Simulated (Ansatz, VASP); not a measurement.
**One calculation of Na, two programs**

File INCAR:

```
PREC = Accurate
ENCUT = 520
EDIFF = 1E-7
ISMEAR = -1
SIGMA = 0.05
LREAL = False
LASPH = True
NELM = 100
ALGO = Normal
ISIF = 2
LWAVE = False
LCHARG = False
GGA = PE
NBANDS = 14
```

The input KPOINTS:

```
Automatic mesh
0
Gamma
  13 13 7
```

POSCAR

```
Na
1.0
    3.7293309876      0.0000000000      0.0000000000
   -1.8646654938      3.2296953744      0.0000000000
    0.0000000000      0.0000000000      6.1540000000
Na
2
Direct
    0.3333333333      0.6666666667      0.2500000000
    0.6666666667      0.3333333333      0.7500000000
```

Input for Ansatz:

```yaml
crystal:
  lattice:
    - [3.7293309876, 0.0, 0.0]
    - [-1.8646654938, 3.2296953744, 0.0]
    - [0.0, 0.0, 6.154]
  atoms:
    - { symbol: Na, position: [0.3333333333, 0.6666666667, 0.25] }
    - { symbol: Na, position: [0.6666666667, 0.3333333333, 0.75] }
kpoints:
  mp_grid: { grid: [13, 13, 7] }
  band_path:
    path:
      - [0.0, 0.0, 0.0]
      - [0.5, 0.0, 0.0]
      - [0.3333333333, 0.3333333333, 0.0]
      - [0.0, 0.0, 0.0]
      - [0.0, 0.0, 0.5]
      - [0.5, 0.0, 0.5]
      - [0.3333333333, 0.3333333333, 0.5]
      - [0.0, 0.0, 0.5]
      - [0.5, 0.0, 0.5]
    npoints: 5
scf:
  occupations: { method: fermi_dirac, width: 0.05 }
hamiltonian:
  xc: pbe
  pseudopotentials: { kind: all_electron, lapw: { basis_error: 0.00025 } }
output:
  forces: true
  stress: true
  eigenvalues: true
```

Change from the starting cell: equal xx and yy strain of -1 %.

Alike in both runs: task single point; functional PBE; k mesh 13 × 13 × 7; occupations fermi-dirac, width 0.05 eV; no spin polarisation.

|  | VASP | Ansatz |
| --- | --- | --- |
| version | VASP 6.6.1 | Ansatz 0.2.0 |
| potentials or method | VASP PAW PBE potentials, release 64 (Na_pv) | all-electron LAPW, scalar-relativistic |
| plane-wave cutoff (eV) | 520 | see its input |

```tsv
	VASP	Ansatz	Ansatz less VASP
pressure (GPa)	0.0	0.0	+0.01
```

Ansatz ran all-electron here, so the differences hold the error of VASP's frozen core and of both bases.
